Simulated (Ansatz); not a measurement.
**Pd and the effect of the pressure**

The cell as given:

The structure is cubic, space group Im-3m (No. 229). The conventional cell has a = 3.145 Å, b = 3.145 Å, c = 3.145 Å, α = 90.00°, β = 90.00°, γ = 90.00°. Around Pd (site symmetry m-3m) lie 8 Pd at 2.72 Å.

This isn't the form of Pd at room conditions, which is fcc.

Kept alike: task relaxation of cell and atoms; functional PBEsol; k mesh 12 × 12 × 12; occupations fermi-dirac, width 0.05 eV; no spin polarisation. Program: Ansatz, Ansatz PAW, cutoff 420 eV. The mesh is that of the run's cell of 1 atom. No spin-orbit coupling.

```csv
"pressure, P (GPa)",volume (Å³/atom)
0,14.659
2,14.517
5,14.316
10,14.022
20,13.522
```

The relaxations keep at least the cell's symmetry (Im-3m). For a metal such a mesh leaves the last digits unconverged. Runs of this series that gave no sound value for these columns are left out. The runs follow the start's structure, whether or not it is the stable one at these pressures. P is the pressure aimed at, which the runs meet within some hundredths to tenths of a GPa. All rows use potentials made for PBE.

**Question.** What does the pressure change here?

**Answer.** The volume falls from 14.659 to 13.522 Å³/atom between 0 and 20 GPa. The volume falls ever more slowly, since the solid stiffens under load. At the pressures aimed at, which the runs meet within some tenths of a GPa, the step from 0 to 5 GPa gives a mean bulk modulus near 211 GPa, the last step 275 GPa.
